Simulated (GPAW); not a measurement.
Moving the Hubbard U on Ti d in TiAl

```
CELL_PARAMETERS angstrom
2.83730 0.00000 0.00000
0.00000 2.83730 0.00000
0.00000 0.00000 4.05910
ATOMIC_POSITIONS crystal
Ti 0.00000 0.00000 0.00000
Al 0.50000 0.50000 0.50000
```

Kept alike: task density of states; functional PBE; k mesh 9 × 9 × 7; occupations fermi-dirac, width 0.05 eV; no spin polarisation. Program: GPAW, GPAW PAW data sets (gpaw-data 1.2.1), cutoff 600 eV. The mesh is that of the run's cell of 2 atoms. No spin-orbit coupling.

```tsv
Hubbard U on Ti d, U (eV)	pressure (GPa)
0	-0.80
2	0.97
3	?
4	3.31
5	4.79
6	7.01
8	13.85
```

Pressure is positive in compression; the values hold the error of the finite cutoff, so their zero can differ a little from the energy's minimum. U acts here on a shell without spin polarisation. For a metal such a mesh leaves the last digits unconverged. How U acts hangs on the program's projectors.

Task: Fit the rows shown and predict the run at 3 eV.

Result: A least-squares cubic through the rows shown is pressure = 0.027365 U³ - 0.12166 U² + 1.0535 U - 0.813 (largest miss 0.104); at U = 3 it gives 1.99 GPa. The run gave: pressure 2.01 GPa.
